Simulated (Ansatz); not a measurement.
BaTiO₃, DFT, PBE, PAW with Ansatz's default frozen-core files, scalar-relativistic (Ansatz 0.2.0), run on 2 threads of Arm Neoverse V1 on a shared host.

The cell is COD entry 9016084, as deposited and not checked against the literature; nothing was relaxed. The listed cell was then made from it by scaling, straining or moving an atom.

Command: `ansatz run input.yaml --threads 2 --pin off --max-ram 6144MiB --backend cpu --events-out ev --progress --plain --runs-dir out`

```yaml
crystal:
  lattice:
    - [3.9973363099, 0.0, 0.0]
    - [0.0, 2.8464754845, 2.8552545545]
    - [0.0, -2.8464754845, 2.8552545545]
  atoms:
    - { symbol: Ba, position: [0.0, 0.0, 0.0] }
    - { symbol: Ti, position: [0.5, 0.5079, 0.5079] }
    - { symbol: O, position: [0.0, 0.4921, 0.4921] }
    - { symbol: O, position: [0.5, 0.50251, 0.99371] }
    - { symbol: O, position: [0.5, 0.99371, 0.50251] }
kpoints:
  mp_grid: { grid: [8, 8, 8] }
scf:
  occupations: { method: fermi_dirac, width: 0.05 }
hamiltonian:
  xc: pbe
  pseudopotentials: { kind: paw }
output:
  forces: true
  stress: true
  eigenvalues: true
  efg: { contact_densities: true }
```

(1) How large is the problem that the program sets up?

(2) About how long does it take, and how much memory does it use?

(3) And the same cell and mesh by crystal-made all-electron datasets, asked for forces, stress, eigenvalues, efg, on the same hardware?

Results:

(1) 105 irreducible k-points, 1293 plane waves at Γ, 25 bands.

(2) 12 s of wall time for 6 SCF iterations, with a peak of 0.52 GiB. Times on shared machines scatter by tens of per cent.

(3) 70 s, peak memory 1.9 GiB.
